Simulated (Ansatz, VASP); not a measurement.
## Two plane-wave programs on MgO

```
Mg O
1.0
     3.21358    0.00000    0.00000
    -1.60679    2.78304    0.00000
     0.00000    0.00000    4.91571
Mg O
2 2
Direct
  0.33333 0.66667 0.02223
  0.66667 0.33333 0.52223
  0.33333 0.66667 0.38237
  0.66667 0.33333 0.88237
```

Alike in both runs: task single point; functional PBEsol; k mesh 9 × 9 × 6; occupations gaussian, width 0.02 eV; no spin polarisation.

|  | VASP | Ansatz |
| --- | --- | --- |
| version | VASP 6.6.1 | Ansatz 0.2.0 |
| potentials or method | VASP PAW PBE potentials, release 64 (Mg, O) | scalar-relativistic, plane waves, PAW |
| plane-wave cutoff (eV) | 520 | 420 |
| valence electrons in the cell | 16 | 32 |

VASP gave:

```
gap on the k mesh at the Fermi level (eV)       : 4.02
least direct gap on the mesh (eV)               : 4.02
pressure (GPa)                                  : 15.4
largest component of the traceless stress (GPa) : 22.72
rms of the force components (eV/Å)              : 1.567
```

Task: Estimate Ansatz's values.

Result: gap on the k mesh at the Fermi level (eV): 4.01; least direct gap on the mesh (eV): 4.01; pressure (GPa): 15.3; largest component of the traceless stress (GPa): 22.08; rms of the force components (eV/Å): 1.527.

Atom by atom the forces differ by 0.040 eV/Å (rms over components). The two sets of potentials don't hold the same shells in valence.

Caveats: so large a pressure means that the cell lies far from this level's equilibrium, or that cutoff or potentials fall short (VASP); the potentials were made for another functional, which shifts forces and pressure (VASP); an odd mesh through Γ misses points on the zone boundary, where band edges often lie.
